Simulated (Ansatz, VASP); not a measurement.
Sn: VASP beside Ansatz

Contents of INCAR:

```
SYSTEM = Sn
PREC = Accurate
ENCUT = 520
EDIFF = 1E-6
ISMEAR = -1
SIGMA = 0.05
LREAL = .False.
LASPH = .True.
NELM = 100
ALGO = Fast
ISIF = 2
LWAVE = .False.
LCHARG = .False.
GGA = CA
NBANDS = 13
```

File KPOINTS:

```
regular mesh
0
Gamma
  10 10 10
  0 0 0
```

The input POSCAR:

```
Sn
1.0
   -2.0689875426      2.0689875426      1.6933321804
    2.0689875426     -2.0689875426      1.6933321804
    2.0689875426      2.0689875426     -1.6933321804
Sn
1
Direct
    0.0000000000      0.0000000000      0.0000000000
```

File input.yaml:

```yaml
crystal:
  lattice:
    - [-2.0689875426, 2.0689875426, 1.6933321804]
    - [2.0689875426, -2.0689875426, 1.6933321804]
    - [2.0689875426, 2.0689875426, -1.6933321804]
  atoms:
    - { symbol: Sn, position: [0.0, 0.0, 0.0] }
kpoints:
  mp_grid: { grid: [10, 10, 10] }
scf:
  occupations: { method: fermi_dirac, width: 0.05 }
hamiltonian:
  xc: lda
  pseudopotentials: { kind: all_electron, lapw: { basis_error: 0.001 } }
output:
  forces: true
  stress: true
  eigenvalues: true
```

Change from the starting cell: volume scaled by 1.06.

Alike in both runs: task single point; functional LDA; k mesh 10 × 10 × 10; occupations fermi-dirac, width 0.05 eV; no spin polarisation.

|  | VASP | Ansatz |
| --- | --- | --- |
| version | VASP 6.6.1 | Ansatz 0.2.0 |
| potentials or method | VASP PAW LDA potentials, release 64 (Sn_d) | all-electron LAPW, scalar-relativistic |
| plane-wave cutoff (eV) | 520 | see its input |

|  | VASP | Ansatz | Ansatz less VASP |
| --- | --- | --- | --- |
| gap on the k mesh at the Fermi level (eV) | none | none | - |
| pressure (GPa) | -5.3 | -5.3 | -0.01 |

A gap of «none» marks a metal or a gap that the smearing closes. Ansatz ran all-electron here, so the differences hold the error of VASP's frozen core and of both bases.
